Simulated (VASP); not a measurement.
Write the native input for VASP 6.6.1 that does the following.

```
Task                   : relaxation of cell and atoms
Functional             : r2SCAN
Potentials or basis    : VASP PAW PBE potentials, release 64 (Mg, O)
Cutoff                 : 600 eV
k mesh                 : 12 × 12 × 12
Occupations            : gaussian, width 0.03 eV
Spin                   : no spin polarisation
Target pressure        : 12 GPa
Further INCAR settings : ALGO = Normal; EDIFF = 1e-07; IBRION = 2; EDIFFG = -0.005; NSW = 90; ISIF = 3
Target pressure        : 12 GPa
```

The structure of MgO (Periclase) lies in POSCAR:

```
MgO                                     
1.0
    0.0000000000      2.0539201455      2.0539201455
    2.0539201455      0.0000000000      2.0539201455
    2.0539201455      2.0539201455      0.0000000000
  Mg              O             
     1     1
Direct
     0.0000000000000000    0.0000000000000000    0.0000000000000000
     0.5000000000000000    0.5000000000000000    0.5000000000000000
```

The input as run:

INCAR

```
  ALGO = Normal
  EDIFF = 1E-7
  EDIFFG = -0.005
  ENCUT = 600
  IBRION = 2
  ISIF = 3
  ISMEAR = 0
  LASPH = True
  LCHARG = False
  LMIXTAU = True
  LREAL = False
  LWAVE = False
  METAGGA = R2SCAN
  NELM = 80
  NSW = 90
  PREC = Accurate
  PSTRESS = 120.0
  SIGMA = 0.03
```

KPOINTS

```
k-points
0
Gamma
  12 12 12
```

Potentials or basis: VASP PAW PBE potentials, release 64 (Mg, O).

The run is started by

```sh
$ cat potpaw_PBE.64/Mg/POTCAR potpaw_PBE.64/O/POTCAR > POTCAR
$ mpirun -np 1 vasp_std > vasp.out
```

It gave:

The pressure after relaxing is 12.0 GPa and the band gap on the k mesh is 6.40 eV, direct.

Caveat: the relaxation stopped at its first step, so nothing moved; the cell is relaxed towards a set pressure, so the enthalpy falls and the energy may rise; the PAW data sets were made with another functional, which shifts forces and pressure a little.

It took 22 s on 1 thread of Intel(R) Xeon(R) 6975P-C (Granite Rapids) (shared host), peak memory 0.15 GiB.
